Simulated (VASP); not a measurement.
**VASP 6.6.1 run: ZnS**

INCAR

```
ISMEAR = -1
ENCUT = 520
SIGMA = 0.02
LWAVE = .FALSE.
GGA = PE
LREAL = Auto
NBANDS = 33
IBRION = -1
NELM = 82
ISIF = 2
PREC = Accurate
EDIFF = 1E-7
LASPH = .TRUE.
NSW = 0
LCHARG = .FALSE.
```

KPOINTS

```
KPOINTS created by Atomic Simulation Environment
0
Gamma
8 8 8
0 0 0
```

POSCAR

```
Zn S
 1.0000000000000000
     0.0592605148000000    2.6994646297000000    2.6994646297000000
     2.6994646297000000    0.0592605148000000    2.6994646297000000
     2.6994646297000000    2.6994646297000000    0.0592605148000000
 Zn  S
   1   1
Cartesian
  0.0111027799078789  0.0111027799078789  0.0111027799078789
  1.3534446636421211  1.3534446636421211  1.3534446636421211
```

The recommended PBE PAW datasets give the neutral cell 18 valence electrons.

Command

```
mpirun -np 1 vasp_std
```

Problem. How does this run end, and what does it give?

Solution. It converged. Results: gap between bands v and c on the k mesh 2.18 eV; least direct gap on the k mesh 2.18 eV; pressure 4.8 GPa. Band v is the last that the valence electrons fill when counted band by band, and c is the next.

OSZICAR

```
N       E                     dE             d eps       ncg     rms          rms(c)
DAV:   1     0.121783675301E+03    0.12178E+03   -0.71216E+03  4685   0.664E+02
DAV:   2     0.533168941816E+01   -0.11645E+03   -0.99879E+02  4378   0.187E+02
DAV:   3    -0.705016980532E+01   -0.12382E+02   -0.12063E+02  5262   0.517E+01
DAV:   4    -0.724213446190E+01   -0.19196E+00   -0.19171E+00  4914   0.651E+00
DAV:   5    -0.724266095166E+01   -0.52649E-03   -0.52647E-03  5179   0.348E-01    0.735E+00
DAV:   6    -0.684254988182E+01    0.40011E+00   -0.20981E-01  5757   0.149E+01    0.577E+00
DAV:   7    -0.681213458896E+01    0.30415E-01   -0.78306E-02  5210   0.204E+00    0.282E+00
DAV:   8    -0.681074504292E+01    0.13895E-02   -0.34901E-03  5427   0.911E-01    0.607E-01
DAV:   9    -0.681073981779E+01    0.52251E-05   -0.15443E-03  4986   0.194E-01    0.685E-02
DAV:  10    -0.681082732732E+01   -0.87510E-04   -0.14168E-04  5096   0.446E-02    0.671E-02
DAV:  11    -0.681087714992E+01   -0.49823E-04   -0.44513E-05  4813   0.266E-02    0.356E-02
DAV:  12    -0.681087748779E+01   -0.33788E-06   -0.17309E-06  4856   0.115E-02    0.995E-03
DAV:  13    -0.681087782341E+01   -0.33562E-06   -0.40467E-07  4923   0.300E-03    0.192E-03
DAV:  14    -0.681087785292E+01   -0.29516E-07   -0.29125E-08  4645   0.754E-04
   1 F= -.68108779E+01 E0= -.68108779E+01  d E =-.241369E-12
```

For comparison, a separate PBE run of the intended cell, on usual settings and not on those above, gives a gap of 2.18 eV on its mesh and a pressure of 4.8 GPa.
